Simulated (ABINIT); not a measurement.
A calculation with ABINIT 10.8.3 (patched build) of Si (native input, structure from a POSCAR):

run.abi

```
# Pseudopotentials
pp_dirpath "./"
pseudos "Si.GGA_PBE-JTH.xml"

# Structure
structure "poscar:POSCAR"
natom 2

# Plane-wave basis
ecut 15.0
pawecutdg 30.0
pawxcdev 0

# k points
kptopt 1
ngkpt 11 11 11
nshiftk 1
shiftk 0.0 0.0 0.0

# Exchange and correlation
ixc 11

# Bands and occupations
nband 8
occopt 3
tsmear 0.05 eV

# SCF cycle
nstep 100
tolvrs 1.0e-9

# Output
iomode 3
prtwf 0
prtden 0
prteig 0
prtebands 0
enunit 1
```

The input POSCAR:

```
Si
1.0
   -2.3713723045      2.3713723045      1.3292653899
    2.3713723045     -2.3713723045      1.3292653899
    2.3713723045      2.3713723045     -1.3292653899
Si
2
Direct
    0.5000000000      0.5000000000      0.0000000000  Si
    0.2500000000      0.7500000000      0.5000000000  Si
```

Potentials or basis: JTH PAW PBE v2.0.

The run is started by

```console
$ abinit run.abi > log 2>&1
```

This isn't the form of Si at room conditions, which is diamond.

Q: Write the same calculation in another form: ASE script, structure from a P1 CIF.

A: As run:

Contents of run.py:

```python
import json, os
import numpy as np
from ase.units import GPa
from ase.calculators.abinit import Abinit, AbinitProfile
from ase.io import read

atoms = read('Si.cif')

profile = AbinitProfile(command='abinit', pp_paths=[os.path.abspath('pseudos')])
params = dict(
    pps='pawxml', xc='PBE',
    ecut=408.1708,
    pawecutdg=816.3416,
    pawxcdev=0,
    kptopt=1,
    ngkpt=[11, 11, 11],
    nshiftk=1,
    shiftk=[0.0, 0.0, 0.0],
    ixc=11,
    nband=8,
    occopt=3,
    tsmear=0.05,
    nstep=100,
    tolvrs=1e-09,
    prtwf=0,
    prtden=0,
)

atoms.calc = Abinit(profile=profile, directory='run', **params)
energy = atoms.get_potential_energy()
forces = atoms.get_forces()
stress = atoms.get_stress()
print(f'energy {energy:.6f} eV')
print('forces (eV/A)')
print(np.round(forces, 5))
print('stress (GPa, Voigt, tension positive)', np.round(stress / GPa, 4))
json.dump(dict(energy=energy, forces=forces.tolist(), stress=stress.tolist(), cell=atoms.cell.tolist(), frac=atoms.get_scaled_positions(wrap=False).tolist()), open('results.json', 'w'))
```

The input Si.cif:

```cif
data_Si
_cell_length_a 3.60745890
_cell_length_b 3.60745890
_cell_length_c 3.60745890
_cell_angle_alpha 97.80345122
_cell_angle_beta 97.80345122
_cell_angle_gamma 136.75656716
_space_group_name_H-M_alt 'P1'
_space_group_name_Hall 'P 1'
_space_group_IT_number 1
loop_
_space_group_symop_operation_xyz
'x,y,z'
loop_
_atom_site_label
_atom_site_type_symbol
_atom_site_symmetry_multiplicity
_atom_site_Wyckoff_symbol
_atom_site_fract_x
_atom_site_fract_y
_atom_site_fract_z
_atom_site_occupancy
Si1 Si 1 a 0.5000000000 0.5000000000 0.0000000000 1
Si2 Si 1 a 0.2500000000 0.7500000000 0.5000000000 1
```

Potentials or basis: JTH PAW PBE v2.0.

Command:

```console
$ python run.py
```

Both were run:

|  | native input, structure from a POSCAR | ASE script, structure from a P1 CIF |
| --- | --- | --- |
| Pressure | 3.2 GPa | 3.2 GPa |
| Band gap on the k mesh | none (metal or under the smearing width) | none (metal or under the smearing width) |
| Valence electrons inside the program's atomic spheres | Si 1.51 (radii [1.0104] Å) | Si 1.51 (radii [1.0104] Å) |

Keys that steer only the numerical path or the files written may differ.
